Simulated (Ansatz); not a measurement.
The structure comes from a relaxation in the same program, started in the sc type, and has space group Pm-3m. Whether it is a known phase or the ground state wasn't checked.

An input for Au: DFT, PBE, all-electron LAPW, scalar-relativistic (Ansatz 0.2.0).

Command: `ansatz run input.yaml --threads 1 --pin off --max-ram 2048MiB --backend cpu --events-out ev --progress --plain --runs-dir out` The run took about 26 s on 1 thread of a shared machine.

```yaml
crystal:
  lattice:
    - [2.747836689, 0.0, 0.0]
    - [0.0, 2.747836689, 0.0]
    - [0.0, 0.0, 2.747836689]
  atoms:
    - { symbol: Au, position: [0.0, 0.0, 0.0] }
kpoints:
  mp_grid: { grid: [12, 12, 12] }
  band_path:
    path:
      - [0.0, 0.0, 0.0]
      - [0.0, 0.5, 0.0]
      - [0.5, 0.5, 0.0]
      - [0.0, 0.0, 0.0]
      - [0.5, 0.5, 0.5]
      - [0.0, 0.5, 0.0]
      - [0.5, 0.5, 0.5]
      - [0.5, 0.5, 0.0]
    npoints: 14
scf:
  occupations: { method: fermi_dirac, width: 0.08 }
hamiltonian:
  xc: pbe
  pseudopotentials: { kind: all_electron, lapw: { basis_error: 0.00025 } }
output:
  forces: true
  stress: true
  eigenvalues: true
  populations: true
  dos: { projected: true, de: 0.2, e_range: [-14, 8] }
```

Set-up and iterations as logged by Ansatz (the results part is left out, to be predicted):

```
Au: projections on atomic orbitals take those of the free atom 1s2 2s2 2p6 3s2 3p6 3d10 4s2 4p6 4d10 4f14 5s2 5p6 5d10 6s1, of charge +0.00 (hamiltonian.pseudopotentials.projection_atoms)
LAPW: plane waves up to 9.148 Å⁻¹, error target 2.5e-4 eV per atom; small_component_spin mean_spin; Au in spheres of 1.374 Å, 43 of its electrons in bands, Dirac shells []
Engine: ansatz 0.2.0
Pseudopotentials: kind: all_electron
Pseudopotential: Au, LAPW, valence charge 43, Koelling and Harmon's equation, gaussian nucleus
Functional definition: PBE
  parameter kappa = 0.804
  parameter beta = 0.06672455060314922
  exchange = pbe_x(kappa = kappa, mu = beta*pi^2/3)
  correlation = pbe_c(beta = beta)
Crystal: 1 atoms, lattice volume = 20.748 Å³
Basis set: ecut = 318.8582767033061 eV, 257 PW (Γ), exchange–correlation at level 2
Bands: 26, of which v1, the nominal top of the filled ones, is band 22 counted from 1 (21 counted from 0)
Symmetry: 48 space group operations
Space group: Pm-3m (ITA 221), of the structure as read, at distance tolerance 2.7e-5 Å
k-points: 84 of 1728
Non-local potential: Au, projectors of the file, none
Initial density: superposition of atomic densities (chi_scale 0.1, normalization cell)
Initial wavefunctions: plane waves of lowest kinetic energy (no species holds an atomic orbital)
Functional: x = pbe(κ = 0.804, μ = 0.2195149727645171), c = pbe(β = 0.06672455060314922)
iter 1 solved again at ethr=2.98e-4 eV; its pass at ethr=1.00e-1 eV (dr2=1.28e-1 eV) is discarded
SCF iter   1: F=—  HF=-517224.947958 eV  |F-HF|=—  |Δ(HF+E_count)|=         —  Δρ=2.53e-2  dr2=1.29e-1  ethr=2.98e-4  ⟨swp⟩=2.9  Hψ=13705  notcnv=0
iter 2 solved again at ethr=1.27e-5 eV; its pass at ethr=2.98e-4 eV (dr2=5.48e-3 eV) is discarded
SCF iter   2: F=—  HF=-517224.714961 eV  |F-HF|=—  |Δ(HF+E_count)|=   2.33e-1  Δρ=4.90e-3  dr2=5.47e-3  ethr=1.27e-5  ⟨swp⟩=2.0  Hψ=11232  notcnv=0
SCF iter   3: F=—  HF=-517224.690717 eV  |F-HF|=—  |Δ(HF+E_count)|=   2.42e-2  Δρ=4.41e-3  dr2=4.14e-3  ethr=1.27e-5  ⟨swp⟩=2.6  Hψ=6408  notcnv=0
SCF iter   4: F=—  HF=-517224.690426 eV  |F-HF|=—  |Δ(HF+E_count)|=         —  Δρ=1.22e-3  dr2=2.82e-4  ethr=9.63e-6  ⟨swp⟩=2.0  Hψ=6352  notcnv=0
the basis was enlarged: its passes take 979.0 KiB over the memory plan, 1 of 1 planned eigensolver slots
SCF iter   5: F=—  HF=-517224.690466 eV  |F-HF|=—  |Δ(HF+E_count)|=   3.93e-5  Δρ=1.73e-4  dr2=3.14e-6  ethr=6.55e-7  ⟨swp⟩=2.9  Hψ=6484  notcnv=0
SCF iter   6: F=-517224.690471 eV  HF=-517224.690471 eV  |F-HF|=1.73e-8  |Δ(HF+E_count)|=   5.57e-6  Δρ=1.22e-5  dr2=1.42e-8  ethr=7.30e-9  ⟨swp⟩=3.0  Hψ=6741  notcnv=0
```

**Question.** What pressure will this run report?

**Answer.** 0.00 GPa (positive in compression).

**Question.** Is there a band gap?

**Answer.** none: with an odd electron count and no spin polarisation the bands can't all be full, a metal in this set-up (spin order or a larger cell could open a gap).
